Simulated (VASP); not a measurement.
Given:

```xyz
5
Lattice="4.1857 0.0000 0.0000 0.0000 4.1857 0.0000 0.0000 0.0000 4.1857" Properties=species:S:1:pos:R:3 pbc="T T T"
Ba     0.0000     0.0000     0.0000
Sn     2.0929     2.0929     2.0929
O      2.0929     0.0000     2.0929
O      0.0000     2.0929     2.0929
O      2.0929     2.0929     0.0000
```

Computed with r2SCAN meta-GGA, VASP's PBE PAW potentials (set 64) (plane waves; VASP). Settings: 520 eV cut-off, 6×6×6 Γ-centred mesh, Gaussian smearing of 0.050 eV, potentials Ba_sv Sn_d O.

Problem. Give the stress tensor in GPa (positive for a compressed cell).

Solution. 
```
-4.34   0.00   0.00
 0.00  -4.34   0.00
 0.00   0.00  -4.34
```
The pressure is its mean diagonal, -4.34 GPa.

The compound is BaSnO3 in the cubic perovskite structure. This cell is one point of a volume scan, at 1.03 of the reference volume.
